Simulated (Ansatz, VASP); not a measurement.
# Ni in VASP and in Ansatz

INCAR

```
SYSTEM = Ni
PREC = Accurate ; ENCUT = 520
EDIFF = 1E-6 ; ISMEAR = -1
SIGMA = 0.1 ; LREAL = .False.
LASPH = .True. ; NELM = 150
ALGO = Fast ; ISIF = 2
LWAVE = .False. ; LCHARG = .True.
ISPIN = 2 ; MAGMOM = 2
LORBIT = 11 ; LMAXMIX = 4
GGA = PE ; LELF = .True.
LVHAR = .True. ; NBANDS = 15
```

File KPOINTS:

```
Automatic mesh
0
Gamma
  12 12 12
  0 0 0
```

POSCAR

```
Ni
1.0
    0.0000000000      1.8015000000      1.8015000000
    1.8015000000      0.0000000000      1.8015000000
    1.8015000000      1.8015000000      0.0000000000
Ni
1
Direct
    0.0000000000      0.0000000000      0.0000000000
```

Input for Ansatz:

```yaml
crystal:
  lattice:
    - [0.0, 1.8015, 1.8015]
    - [1.8015, 0.0, 1.8015]
    - [1.8015, 1.8015, 0.0]
  atoms:
    - { symbol: Ni, position: [0.0, 0.0, 0.0], spin: 2.0 }
magnetization:
  spin_polarized: true
hamiltonian:
  xc: pbe
  pseudopotentials: { kind: paw }
basis:
  ecutwfc: 420
kpoints:
  mp_grid: { grid: [12, 12, 12] }
scf:
  occupations: { method: fermi_dirac, width: 0.1 }
  lower_state_search: "off"
output:
  forces: true
  stress: true
```

Alike in both runs: task single point; functional PBE; k mesh 12 × 12 × 12; occupations fermi-dirac, width 0.1 eV; collinear spin.

|  | VASP | Ansatz |
| --- | --- | --- |
| version | VASP 6.6.1 | Ansatz 0.2.0 |
| potentials or method | VASP PAW PBE potentials, release 64 (Ni) | PAW, plane waves, scalar-relativistic |
| plane-wave cutoff (eV) | 520 | 420 |
| valence electrons in the cell | 10 | 18 |

|  | VASP | Ansatz | Ansatz less VASP |
| --- | --- | --- | --- |
| pressure (GPa) | -10.8 | -11.3 | -0.51 |
| net moment per atom (μB) | 0.66 | 0.68 | +0.015 |
| size of the moment on the site where the two differ most (μB) | 0.68 | 0.72 | +0.039 |

Site moments also hang on the region over which each program counts them. The functional is the same, so the differences come from potentials, cutoffs and numerics. The two sets of potentials don't hold the same shells in valence.
